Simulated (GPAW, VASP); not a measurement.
This is a calculation of Ru (Ruthenium) for GPAW 26.7.0 (ASE script). 

Contents of run.py:

```python
from ase.dft.bandgap import bandgap
from ase.io import read, write
from ase.units import GPa
from gpaw import GPAW, PW

atoms = read('Ru.xyz')

calc = GPAW(mode=PW(600),
            xc='PBE',
            kpts={'size': (11, 11, 6), 'gamma': True},
            occupations={'name': 'methfessel-paxton', 'order': 0, 'width': 0.013000000000000001},
            nbands=29,
            convergence={'density': 1e-05, 'energy': 1e-05},
            maxiter=150,
            txt='gpaw.txt')
atoms.calc = calc
energy = atoms.get_potential_energy()
forces = atoms.get_forces()
stress = atoms.get_stress()
calc.write('gs.gpw')
write('result.traj', atoms)
print(f'Energy: {energy:.6f} eV')
print('Forces (eV/A):')
print(forces.round(4))
print('Stress (GPa):', (stress / GPa).round(3))
print('Fermi level:', round(calc.get_fermi_level(), 4), 'eV')
print(f'Gap: {bandgap(calc)[0]:.4f} eV, direct: {bandgap(calc, direct=True)[0]:.4f} eV')
```

Ru.xyz

```xyz
2
Lattice="2.7058000000 0.0000000000 0.0000000000 -1.3529000000 2.3432915376 0.0000000000 0.0000000000 0.0000000000 4.2819000000" Properties=species:S:1:pos:R:3 pbc="T T T"
Ru     1.3529000001      0.7810971791      3.2114250000
Ru    -0.0000000001      1.5621943585      1.0704750000
```

Potentials or basis: GPAW PAW data sets (gpaw-data 1.2.1), pw.

Command:

```console
$ OMP_NUM_THREADS=1 python run.py
```

Problem. Set up the same calculation for VASP 6.6.1. Potentials or basis there: PBE PAW files Ru_pv, 520 eV.

Solution. As run (cutoffs and basis follow the program's own potentials, and thresholds, step limits or extra output files can differ):

INCAR

```
SYSTEM = Ru
PREC = Accurate
ENCUT = 520
EDIFF = 1E-6
ISMEAR = 0
SIGMA = 0.013000000000000001
LREAL = .FALSE.
LASPH = .TRUE.
NELM = 60
ALGO = Fast
ISIF = 2
LWAVE = .FALSE.
LCHARG = .TRUE.
GGA = PE
LELF = .TRUE.
LVHAR = .TRUE.
NBANDS = 21
```

KPOINTS

```
Automatic mesh
0
G
  11 11 6
  0 0 0
```

File POSCAR:

```
Ru
1.0
    2.7058000000      0.0000000000      0.0000000000
   -1.3529000000      2.3432915376      0.0000000000
    0.0000000000      0.0000000000      4.2819000000
Ru
2
Direct
    0.6666666667      0.3333333333      0.7500000000
    0.3333333333      0.6666666667      0.2500000000
```

Potentials or basis: VASP PAW PBE potentials, release 64 (Ru_pv).

Run with:

```sh
$ cat potpaw_PBE.64/Ru_pv/POTCAR > POTCAR
$ mpirun -np 1 vasp_std > vasp.out
```

Both were run:

|  | GPAW | VASP |
| --- | --- | --- |
| Pressure | 3.6 GPa | 4.5 GPa |

The potentials hold 32 and 28 valence electrons a cell.

Pressure is positive in compression.
